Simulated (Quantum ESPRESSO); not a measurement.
# CoO: one coupling from two orders, and a test

Aim: get Heisenberg couplings of CoO from the energies of collinear orders, with pencil and paper, and test them on an order left out of the fit.

Program: Quantum ESPRESSO 7.5. Level of theory: LDA; plane waves with GBRV 1.5 LDA potentials, no spin-orbit coupling. Results are calculated unless marked as measured.

## 1. The structure

It takes space group I4/mmm (No. 139, tetragonal). Conventional cell: a = 3.016 Å, b = 3.016 Å, c = 4.214 Å, α = 90.00°, β = 90.00°, γ = 90.00°. Co has 6 O at 2.11 to 2.13 Å nearest. O has 6 Co at 2.11 to 2.13 Å nearest. Farther neighbours and most contacts between anions are not listed.

The cell comes from the Crystallography Open Database.

## 2. The parallel order

All energies count from this run.

Input file pw.in:

```
&CONTROL
  calculation = 'scf'
  prefix = 'pwscf'
  outdir = './tmp'
  pseudo_dir = './pseudo'
  disk_io = 'nowf'
/
&SYSTEM
  ibrav = 0
  nat = 2
  ntyp = 2
  ecutwfc = 40
  ecutrho = 280
  nbnd = 20
  occupations = 'smearing'
  smearing = 'fd'
  degauss = 0.00367493
  nspin = 2
  starting_magnetization(1) = 0.1765
  starting_magnetization(2) = 0
/
&ELECTRONS
  conv_thr = 4d-09
  electron_maxstep = 150
  mixing_beta = 0.3
/
ATOMIC_SPECIES
Co     58.9332 co_lda_v1.2.uspp.F.UPF
O      15.9990 o_lda_v1.2.uspp.F.UPF
CELL_PARAMETERS angstrom
  -1.5080000000    1.5080000000    2.1072475377
   1.5080000000   -1.5080000000    2.1072475377
   1.5080000000    1.5080000000   -2.1072475377
ATOMIC_POSITIONS crystal
Co      0.0000000000    0.0000000000    0.0000000000
O       0.5000000000    0.5000000000    0.0000000000
K_POINTS automatic
10 10 10 0 0 0
```

Run with:

```bash
$ OMP_NUM_THREADS=1 mpirun -n 4 pw.x -nk 4 -in pw.in > pw.out
```

Log:

```text
Program PWSCF v.7.5 starts
     [... lines left out ...]
     number of atoms/cell      =            2
     [... lines left out ...]
     number of electrons       =        23.00
     number of Kohn-Sham states=           20
     kinetic-energy cutoff     =      40.0000  Ry
     charge density cutoff     =     280.0000  Ry
     scf convergence threshold =      4.0E-09
     [... lines left out ...]
     16 Sym. Ops., with inversion, found
     [... lines left out ...]
     number of k points=   102  Fermi-Dirac smearing, width (Ry)=  0.0037
     [... lines left out ...]
     iteration # 14     ecut=    40.00 Ry     beta= 0.30
     [... lines left out ...]
     Magnetic moment per site  (integrated on atomic sphere of radius R)
     atom   1 (R=0.290)  charge= 14.5734  magn=  2.4711
     atom   2 (R=0.290)  charge=  5.6773  magn=  0.3554
     [... lines left out ...]
     the Fermi energy is    13.6669 ev
!    total energy              =    -330.54598786 Ry
     estimated scf accuracy    <          2.0E-09 Ry
     smearing contrib. (-TS)   =      -0.00226620 Ry
     [... lines left out ...]
     total magnetization       =     2.94 Bohr mag/cell
     absolute magnetization    =     2.96 Bohr mag/cell
     convergence has been achieved in  14 iterations
   JOB DONE.
```

Elapsed: 14 s, on 4 MPI ranks of Arm Neoverse V1, shared host; peak memory 0.26 GiB.

Spin moment in the atom's sphere by atom:

| atom | spin moment in the atom's sphere (μB) |
| --- | --- |
| Co1 | 2.47 |
| O2 | 0.36 |

This step gave:

| Item | Value |
| --- | --- |
| smearing term TS | 0.03083 eV |
| magnetization | 2.938 μB |
| absolute magnetization | 2.955 μB |
| final state | ferromagnetic |

## 3. The orders used for the fit

The other orders were run with the same settings, on meshes that hold the same points. Free energies are divided by the number of Co atoms; q is in fractions of the reciprocal vectors of the first run's cell.

| order | atoms | mesh | free energy (eV) | eV per Co | largest moment (μB) |
| --- | --- | --- | --- | --- | --- |
| F + | 2 | 10×10×10 | -4497.3073 | -4497.3073 | 2.47 |
| AF q=(1/2,1/2,1/2) +- | 4 | 5×10×10 | -8994.3710 | -4497.1855 | 2.21 |

## 4. Counting neighbours

With E = −Σ J e_i·e_j over ordered pairs of unit vectors, turning a neighbour from parallel to opposed costs 2J a Co atom. So an order lies 2 Σ n J over the parallel one, n being the opposed neighbours in each shell.

| shell | distance (Å) | neighbours | opposed in AF q=(1/2,1/2,1/2) +- | opposed in AF q=(0,1/2,0) +- |
| --- | --- | --- | --- | --- |
| J1 | 3.00 | 12 | 8 | 6 |
| J2 | 4.21 | 6 | 0 | 6 |

Only J1 is kept, as an effective coupling that takes up all reversed shells.

## 5. Solving

```
2 × 8 × J1 = +121.8 meV    (AF q=(1/2,1/2,1/2) +-)
J1 = +7.61 meV
```

## 6. The test

The couplings now give the orders that were left out:

```
2 × 6 × (+7.61) = +91.3 meV    (AF q=(0,1/2,0) +-)
```

The runs themselves:

| order | atoms | mesh | free energy (eV) | eV per Co | largest moment (μB) | over the parallel order (meV) | foretold (meV) |
| --- | --- | --- | --- | --- | --- | --- | --- |
| AF q=(0,1/2,0) +- | 4 | 10×5×10 | -8994.8991 | -4497.4495 | 2.32 | -142.3 | +91.3 |

## 7. One more shell

One way to take up the miss is the next shell. Both differences then fix both couplings, and no order is left for a test.

```
2 × 8 × J1 = +121.8 meV    (AF q=(1/2,1/2,1/2) +-)
2 × 6 × J1 + 2 × 6 × J2 = -142.3 meV    (AF q=(0,1/2,0) +-)
J1 = +7.61 meV
J2 = -19.47 meV
```

## 8. Outcome

```
effective J1 (Co–Co at 3.00 Å)      : 7.61 meV
largest miss on the orders left out : 234 meV
J1 with two shells                  : 7.61 meV
J2 with two shells                  : -19.5 meV
```

In words: The model misses the order left out by 234 meV, 164 % of the largest energy difference, so it fails: these couplings alone don't describe the crystal. With the next shell added the couplings are J1 = +7.61 and J2 = -19.47 meV, untested. The largest moment changes by 11 % between the orders. Shells that were dropped are folded into the couplings or show in the miss. No Hubbard term acts here. In such compounds local and semilocal functionals without one often delocalise the d electrons, and can shrink or lose moments and miss the size, sign and order of the couplings. The smearing term is large for its width, so states at the Fermi level are partly filled: at this level the cell is a metal or has a gap of a few widths at most.

[Logs and program files are shortened in this print: banners, set-up blocks, solver, clock and traceback lines can be left out without a mark of their own.]

[Logs are printed without paths, hosts, clocks, repeated set-up lines and the standing remarks that a program may print on its own settings, such as how far it seeks lower states.]

[Hosts, paths, dates, database ids (printed as entryN), source tags and the programs' standing remarks are cut or masked in the printed files.]

[Where a cell is said to come from a database of computed structures, the database is the Materials Project.]
